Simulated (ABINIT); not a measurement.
TePb in ABINIT: the effect of dispersion

The system is TePb.

```
Pb Te
1.0
     0.00000    3.23100    3.23100
     3.23100    0.00000    3.23100
     3.23100    3.23100    0.00000
Pb Te
1 1
Direct
  0.00000 0.00000 0.00000
  0.50000 0.50000 0.50000
```

Alike in all runs:

* Program: ABINIT 10.8.3 (patched build)
* Task: equation of state
* Functional: PBE
* Potentials or basis: JTH PAW PBE v2.0
* Cutoff: 599 eV
* k mesh: 7 × 7 × 7
* Occupations: fermi-dirac, width 0.05 eV
* Spin: no spin polarisation

```csv
dispersion,V0 of scaled cells (Å³/atom),B0 (GPa)
none,35.42,39
D3,34.56,39
D3(BJ),?,?
```

Q: What does the run with dispersion D3(BJ) give?

A: V0 of scaled cells 33.83 Å³/atom; B0 42 GPa.

Caveats: pressures at fixed basis lie under the slope of the energies.
